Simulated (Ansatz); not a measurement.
# MgZn2S3: the cost of one run

Method: DFT PBE, scalar-relativistic, plane waves, PAW, in Ansatz 0.2.0.

1 further run of the same task is left out (it didn't finish).

## 1. The structure to begin with

The structure is tetragonal, space group I4/mmm (No. 139). The conventional cell has a = 3.808 Å, b = 3.808 Å, c = 16.156 Å, α = 90.00°, β = 90.00°, γ = 90.00°. Mg (site symmetry 4/mmm) has 6 S at 2.69 Å as nearest neighbours. Zn (site symmetry 4mm) has 6 S at 2.69 Å as nearest neighbours. S (site symmetry 4mm) has 5 Zn at 2.69 Å and 1 Mg at 2.69 Å as nearest neighbours. S (site symmetry 4/mmm) is surrounded by 4 Mg at 2.69 Å and 2 Zn at 2.69 Å.

Coordinates:

```xyz
6
Lattice="-1.9040 1.9040 8.0780 1.9040 -1.9040 8.0780 1.9040 1.9040 -8.0780" Properties=species:S:1:pos:R:3 pbc="T T T"
Mg    0.0000    0.0000    0.0000
Zn    0.0000    0.0000   10.7707
Zn    0.0000    0.0000    5.3854
S     0.0000    0.0000    2.6927
S     0.0000    0.0000   13.4634
S     0.0000    0.0000    8.0780
```

The start is an ordering of an alloy on its end members' structure types: elements ordered on the sites of the MgS type, Zn/Mg on Mg (I4/mmm, No. 139).

## 2. A first look at the guess

Input file input.yaml:

```yaml
crystal:
  lattice:
    - [-1.90401153, 1.90401153, 8.0780368]
    - [1.90401153, -1.90401153, 8.0780368]
    - [1.90401153, 1.90401153, -8.0780368]
  atoms:
    - { symbol: Mg, position: [0.0, 0.0, 0.0] }
    - { symbol: Zn, position: [0.66666667, 0.66666667, 0.0] }
    - { symbol: Zn, position: [0.33333333, 0.33333333, 0.0] }
    - { symbol: S, position: [0.16666667, 0.16666667, 0.0] }
    - { symbol: S, position: [0.83333333, 0.83333333, 0.0] }
    - { symbol: S, position: [0.5, 0.5, 0.0] }
basis:
  ecutwfc: 420
kpoints:
  mp_grid: { grid: [6, 6, 6] }
hamiltonian:
  xc: pbe
scf:
  occupations: { method: gaussian, width: 0.1 }
  lower_state_search: "off"
output:
  forces: true
  stress: true
  eigenvalues: true
```

The run is started by

```
> ansatz run input.yaml --threads 1 --pin off --max-ram 2560MiB --backend cpu --events-out ev --progress --plain --runs-dir out
```

**Question.** How long does this run take on 1 thread of Intel Xeon at 2.70GHz, shared host, and how much memory does it need?

About 6 s, with a peak of 0.43 GiB.
